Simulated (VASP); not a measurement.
# ScAl (Pm-3m) in VASP: single point with r2SCAN

Aim: the single point of ScAl with r2SCAN.

All numbers are computed with VASP 6.6.1; they aren't measurements. Logs are shortened: lines on timing, memory, paths and dates and some standing lists are left out, and cuts for length are marked.

### 1 The crystal as given

Symmetry: Pm-3m, No. 221, cubic system. The conventional cell has a = 3.370 Å, b = 3.370 Å, c = 3.370 Å, α = 90.00°, β = 90.00°, γ = 90.00°. Sc (site symmetry m-3m) has 8 Al at 2.92 Å as nearest neighbours. Around Al (site symmetry m-3m) lie 8 Sc at 2.92 Å.

The cell comes from a database or a generator and needn't be the stable form of this composition.

### 2 Single point, r2SCAN

File POSCAR:

```
ScAl
1.0
    3.3703489700      0.0000000000      0.0000000000
    0.0000000000      3.3703489700      0.0000000000
    0.0000000000      0.0000000000      3.3703489700
Sc Al
1 1
Direct
    0.5000000000      0.5000000000      0.5000000000
    0.0000000000      0.0000000000      0.0000000000
```

File INCAR.step1:

```
ALGO = Normal ; EDIFF = 1E-4
ENCUT = 520 ; GGA = PE
ISMEAR = -1 ; LASPH = T
LCHARG = F ; LREAL = F
LWAVE = T ; NBANDS = 14
NELM = 60 ; PREC = Accurate
SIGMA = 0.05
```

File INCAR.step2:

```
ALGO = Normal ; EDIFF = 1E-6
ENCUT = 520 ; ISIF = 2
ISMEAR = -1 ; ISTART = 1
LASPH = T ; LCHARG = F
LMIXTAU = T ; LREAL = F
LWAVE = F ; METAGGA = R2SCAN
NBANDS = 14 ; NELM = 60
PREC = Accurate ; SIGMA = 0.05
```

File KPOINTS:

```
k-points
0
Gamma
  10 10 10
```

Potentials or basis: VASP PAW PBE potentials, release 64 (Sc_sv, Al).

Started as:

```
> cat potpaw_PBE.64/Sc_sv/POTCAR potpaw_PBE.64/Al/POTCAR > POTCAR
> cp INCAR.step1 INCAR
> mpirun -np 1 vasp_std > vasp.out
> cp INCAR.step2 INCAR
> mpirun -np 1 vasp_std > vasp.out
```

OUTCAR:

```text
EDIFF = 1E-6
   ENCUT = 520
   ISIF = 2
   ISMEAR = -1
   ISTART = 1
   LASPH = T
   LREAL = F
   METAGGA = R2SCAN
   NELM = 60
   PREC = Accurate

 ion  position               nearest neighbor table
   1  0.500  0.500  0.500-   2 2.92   2 2.92   2 2.92   2 2.92   2 2.92   2 2.92   2 2.92   2 2.92

   2  0.000  0.000  0.000-   1 2.92   1 2.92   1 2.92   1 2.92   1 2.92   1 2.92   1 2.92   1 2.92

  LATTYP: Found a simple cubic cell.
 ALAT       =     3.3703489700

  Lattice vectors:

 A1 = (   3.3703489700,   0.0000000000,   0.0000000000)
 A2 = (   0.0000000000,   3.3703489700,   0.0000000000)
 A3 = (   0.0000000000,   0.0000000000,   3.3703489700)

Analysis of symmetry for initial positions (statically):
=====================================================================
 Subroutine PRICEL returns:
 Original cell was already a primitive cell.

 Routine SETGRP: Setting up the symmetry group for a
 simple cubic supercell.

 Subroutine GETGRP returns: Found 48 space group operations
 (whereof 48 operations were pure point group operations)
 out of a pool of 48 trial point group operations.

The static configuration has the point symmetry O_h .

Analysis of symmetry for dynamics (positions and initial velocities):
=====================================================================
 Subroutine PRICEL returns:
 Original cell was already a primitive cell.

 Routine SETGRP: Setting up the symmetry group for a
 simple cubic supercell.

 Subroutine GETGRP returns: Found 48 space group operations
 (whereof 48 operations were pure point group operations)
 out of a pool of 48 trial point group operations.

The dynamic configuration has the point symmetry O_h .

 Subroutine INISYM returns: Found 48 space group operations
 (whereof 48 operations are pure point group operations),
 and found     1 'primitive' translations

----------------------------------------------------------------------------------------

                                     Primitive cell

  volume of cell :      38.2846

  direct lattice vectors                    reciprocal lattice vectors
     3.370348970  0.000000000  0.000000000     0.296705181  0.000000000  0.000000000
     0.000000000  3.370348970  0.000000000     0.000000000  0.296705181  0.000000000
     0.000000000  0.000000000  3.370348970     0.000000000  0.000000000  0.296705181

  length of vectors
     3.370348970  3.370348970  3.370348970     0.296705181  0.296705181  0.296705181

  position of ions in fractional coordinates (direct lattice)
     0.500000000  0.500000000  0.500000000
     0.000000000  0.000000000  0.000000000

  ion indices of the primitive-cell ions
   primitive index   ion index
                 1           1
                 2           2

----------------------------------------------------------------------------------------

 KPOINTS: k-points

Automatic generation of k-mesh.
 Grid dimensions read from file:
 generate k-points for:   10   10   10

 Generating k-lattice:

  Cartesian coordinates                     Fractional coordinates (reciprocal lattice)
     0.029670518  0.000000000  0.000000000     0.100000000  0.000000000  0.000000000
     0.000000000  0.029670518  0.000000000     0.000000000  0.100000000  0.000000000
     0.000000000  0.000000000  0.029670518     0.000000000  0.000000000  0.100000000

  Length of vectors
     0.029670518  0.029670518  0.029670518

  Shift w.r.t. Gamma in fractional coordinates (k-lattice)
     0.000000000  0.000000000  0.000000000

 Subroutine IBZKPT returns following result:
 ===========================================

 Found     56 irreducible k-points:

 Following reciprocal coordinates:
            Coordinates               Weight
  0.000000  0.000000  0.000000      1.000000
  0.100000  0.000000  0.000000      6.000000
  0.200000  0.000000  0.000000      6.000000
  0.300000  0.000000  0.000000      6.000000
  0.400000  0.000000  0.000000      6.000000
  0.500000  0.000000  0.000000      3.000000
[... 16 lines left out ...]
  0.200000  0.100000  0.100000     24.000000
  0.300000  0.100000  0.100000     24.000000
 [... further k-points ...]
   k-points           NKPTS =     56   k-points in BZ     NKDIM =     56   number of bands    NBANDS=     14
   number of dos      NEDOS =    301   number of ions     NIONS =      2
   total plane-waves  NPLWV =  21952
   dimension x,y,z NGX =    28 NGY =   28 NGZ =   28
   dimension x,y,z NGXF=    56 NGYF=   56 NGZF=   56
   ions per type =               1   1
   NGX,Y,Z   is equivalent  to a cutoff of  13.81, 13.81, 13.81 a.u.
   NGXF,Y,Z  is equivalent  to a cutoff of  27.62, 27.62, 27.62 a.u.
 SYSTEM =  unknown system
   PREC   = accura    normal or accurate (medium, high low for compatibility)
   ISTART =      1    job   : 0-new  1-cont  2-samecut
   ICHARG =      0    charge: 1-file 2-atom 10-const
   ISPIN  =      1    spin polarized calculation?
   LNONCOLLINEAR =      F non collinear calculations
   LSORBIT =      F    spin-orbit coupling
   LASPH  =      T    aspherical Exc in radial PAW
   ENCUT  =  520.0 eV  38.22 Ry    6.18 a.u.   6.27  6.27  6.27*2*pi/ulx,y,z
   NELM   =     60;   NELMIN=  2; NELMDL=  0     # of ELM steps
   EDIFF  = 0.1E-05   stopping-criterion for ELM
   LREAL  =      F    real-space projection
   EDIFFG = 0.1E-04   stopping-criterion for IOM
   NSW    =      0    number of steps for IOM
   IBRION =     -1    ionic relax: 0-MD 1-quasi-New 2-CG
   NFREE  =      0    steps in history (QN), initial steepest desc. (CG)
   ISIF   =      2    stress and relaxation
   ISYM   =      2    0-nonsym 1-usesym 2-fastsym
   POTIM  = 0.5000    time-step for ionic-motion
   TEBEG  =    0.0;   TEEND  =   0.0 temperature during run
   PSTRESS=    0.0 pullay stress
   NELECT =      14.0000    total number of electrons
   NUPDOWN=      -1.0000    fix difference up-down
   EMIN   =  10.00;   EMAX   =-10.00  energy-range for DOS
   EFERMI =   0.00;   METHOD = LEGACY
   ISMEAR =    -1;   SIGMA  =   0.05  broadening in eV -4-tet -1-fermi 0-gaus
   EFERMI_NEDOS =   21; number of points for ismear=-14 and -15
   IALGO  =     38    algorithm
   IMIX   =      4    mixing-type and parameters
     AMIX     =   0.40;   BMIX     =  1.00
     AMIX_MAG =   1.60;   BMIX_MAG =  1.00
  volume/ion in A,a.u.               =      19.14       129.18
  Fermi-wavevector in a.u.,A,eV,Ry     =   1.170692  2.212287 18.647052  1.370520
  Thomas-Fermi vector in A             =   2.307147
   LORBIT       =      0    0 simple, 1 ext, 2 COOP (PROOUT), +10 PAW based schemes
   METAGGA = R2SCAN    functional components
   LHFCALC =     F    Hartree Fock is set to
   AEXX    =    0.0000 exact exchange contribution
   IVDW    =     0    specifies the selected vdW correction
   LEPSILON=     F    determine dielectric tensor
   LRPA    =     F    only Hartree local field effects (RPA)
 non-spin polarized calculation
  energy-cutoff  :      520.00
  volume of cell :       38.28
 maximum number of plane-waves:      1064
 NGX is ok and might be reduce to    28
   NGX = 13   NGY = 13   NGZ = 13

 number of electron      14.0000002 magnetization

 Free energy of the ion-electron system (eV)
  ---------------------------------------------------
  ext. energy  EPLUGINS =         0.00000000
  ---------------------------------------------------
  free energy    TOTEN  =       -19.06408718 eV

  energy without entropy =      -19.05800739  energy(sigma->0) =      -19.06104728

 E-fermi :   6.1771     XC(G=0): -11.0288

 val. band max:        6.1613721515   @ k =   0.4000   0.1000   0.1000
 cond. band min:       6.2377263254   @ k =   0.4000   0.4000   0.1000
 fundamental gap:      0.0763541739
 Fermi energy:         6.1771004912

 k-point     1 :       0.0000    0.0000    0.0000
  band No.  band energies     occupation
      1     -45.4585      2.00000
      2     -23.0696      2.00000
      3     -23.0696      2.00000
      4     -23.0696      2.00000
      5      -2.8963      2.00000
      6       5.4374      2.00000
      7       5.4374      2.00000
      8       9.0981      0.00000
      9       9.0981      0.00000
     10       9.0981      0.00000
     11      10.0176      0.00000
     12      10.0176      0.00000
     13      10.0176      0.00000
     14      15.0221      0.00000

 k-point     2 :       0.1000    0.0000    0.0000
  band No.  band energies     occupation
      1     -45.4570      2.00000
      2     -23.0879      2.00000
      3     -23.0680      2.00000
      4     -23.0680      2.00000
      5      -2.7455      2.00000
      6       5.2569      2.00000
      7       5.5168      2.00000
      8       8.6195      0.00000
      9       8.6195      0.00000
     10       9.1202      0.00000
     11       9.6563      0.00000
     12      10.5970      0.00000
     13      10.5970      0.00000
     14      14.7638      0.00000

 k-point     3 :       0.2000    0.0000    0.0000
  band No.  band energies     occupation
      1     -45.4531      2.00000
      2     -23.1354      2.00000
      3     -23.0638      2.00000
      4     -23.0638      2.00000
      5      -2.3020      2.00000
      6       4.5777      2.00000
      7       5.7398      1.99968
      8       7.9785      0.00000
      9       7.9785      0.00000
     10       9.1790      0.00000
     11       9.3101      0.00000
     12      11.5535      0.00000
     13      11.5535      0.00000
     14      14.0907      0.00000

 k-point     4 :       0.3000    0.0000    0.0000
  band No.  band energies     occupation
      1     -45.4483      2.00000
      2     -23.1936      2.00000
      3     -23.0585      2.00000
      4     -23.0585      2.00000
      5      -1.5925      2.00000
      6       3.4127      2.00000
      7       6.0538      1.84356
      8       7.4688      0.00000
      9       7.4688      0.00000
     10       9.2534      0.00000
     11       9.5096      0.00000
     12      12.6286      0.00000
     13      12.6286      0.00000
     14      13.2583      0.00000

 k-point     5 :       0.4000    0.0000    0.0000
  band No.  band energies     occupation
      1     -45.4445      2.00000
      2     -23.2402      2.00000
      3     -23.0542      2.00000
      4     -23.0542      2.00000
      5      -0.6767      2.00000
      6       2.1004      2.00000
      7       6.3517      0.05910
      8       7.1458      0.00000
      9       7.1458      0.00000
     10       9.3152      0.00000
     11       9.9625      0.00000
[... 276 lines left out ...]
 k-point    22 :       0.1000    0.1000    0.1000
  band No.  band energies     occupation
      1     -45.4540      2.00000
      2     -23.0868      2.00000
      3     -23.0833      2.00000
      4     -23.0833      2.00000
      5      -2.4501      2.00000
      6       5.3227      2.00000
      7       5.3227      2.00000
      8       7.8241      0.00000
      9       8.5095      0.00000
     10       8.5095      0.00000
     11      10.4977      0.00000
     12      10.4977      0.00000
     13      10.8147      0.00000
     14      15.4932      0.00000

 k-point    23 :       0.2000    0.1000    0.1000
  band No.  band energies     occupation
      1     -45.4502      2.00000
      2     -23.1316      2.00000
      3     -23.0809      2.00000
      4     -23.0788      2.00000
      5      -2.0193      2.00000
      6       4.7374      2.00000
      7       5.5269      2.00000
      8       7.3993      0.00000
      9       7.8558      0.00000
     10       8.6303      0.00000
     11       9.9796      0.00000
     12      11.3521      0.00000
     13      11.3785      0.00000
     14      14.9559      0.00000

 k-point    24 :       0.3000    0.1000    0.1000
  band No.  band energies     occupation
      1     -45.4455      2.00000
      2     -23.1889      2.00000
      3     -23.0752      2.00000
      4     -23.0733      2.00000
      5      -1.3328      2.00000
      6       3.6119      2.00000
      7       5.8261      1.99821
      8       7.2558      0.00000
      9       7.2966      0.00000
     10       8.7725      0.00000
     11       9.8220      0.00000
     12      12.0792      0.00000
     13      12.1616      0.00000
     14      14.3933      0.00000

 [... further k-points ...]

------------------------ aborting loop because EDIFF is reached ----------------------------------------

  FORCE on cell =-STRESS in cart. coord.  units (eV):
  Direction    XX          YY          ZZ          XY          YZ          ZX
  --------------------------------------------------------------------------------------
  -------------------------------------------------------------------------------------
  Total        0.0442002      0.0442002      0.0442002     -0.0000000     -0.0000000      0.0000000
  in kB        1.8497391      1.8497391      1.8497391     -0.0000000     -0.0000000      0.0000000
  external PRESSURE =       1.8497391 kB  Pullay stress =       0.0000000 kB

 VOLUME and BASIS-vectors are now :
 -----------------------------------------------------------------------------
  energy-cutoff  :      520.00
  volume of cell :       38.28
      direct lattice vectors                 reciprocal lattice vectors
     3.370348970  0.000000000  0.000000000     0.296705181  0.000000000  0.000000000
     0.000000000  3.370348970  0.000000000     0.000000000  0.296705181  0.000000000
     0.000000000  0.000000000  3.370348970     0.000000000  0.000000000  0.296705181

 POSITION                                       TOTAL-FORCE (eV/Angst)
 -----------------------------------------------------------------------------------
      1.68517      1.68517      1.68517         0.000000      0.000000      0.000000
      0.00000      0.00000      0.00000         0.000000      0.000000      0.000000
 -----------------------------------------------------------------------------------
    total drift:                                0.000000      0.000000      0.000000

  FREE ENERGIE OF THE ION-ELECTRON SYSTEM (eV)
  ---------------------------------------------------
  free  energy   TOTEN  =       -19.0640871806 eV

  energy  without entropy=      -19.0580073880  energy(sigma->0) =      -19.06104728
```

It took 56 s on 1 thread of Intel Xeon Platinum 8488C (Sapphire Rapids), shared host; peak memory 0.18 GiB.

Results:

```yaml
Free_energy: -19.0641 eV
Pressure: 0.2 GPa
Band_gap_on_the_k_mesh: none (metal or under the smearing width)
```

Levels at points of the mesh, in eV from the Fermi level:
```tsv
k point	band 4	band 5	band 6	band 7	band 8	band 9	band 10	band 11
(0.00, 0.00, 0.00)	-29.25	-9.07	-0.74	-0.74	2.92	2.92	2.92	3.84
(0.50, 0.00, 0.00)	-29.23	-6.13	-4.95	0.30	0.86	0.86	3.16	4.02
(0.50, 0.50, 0.00)	-29.21	-5.00	-2.19	-2.19	-0.90	1.67	1.67	3.89
(0.50, 0.50, 0.50)	-29.38	-2.78	-2.78	-2.78	-0.34	2.87	2.87	2.87
```

Caveat: the PAW data sets were made with another functional, which shifts forces and pressure a little.
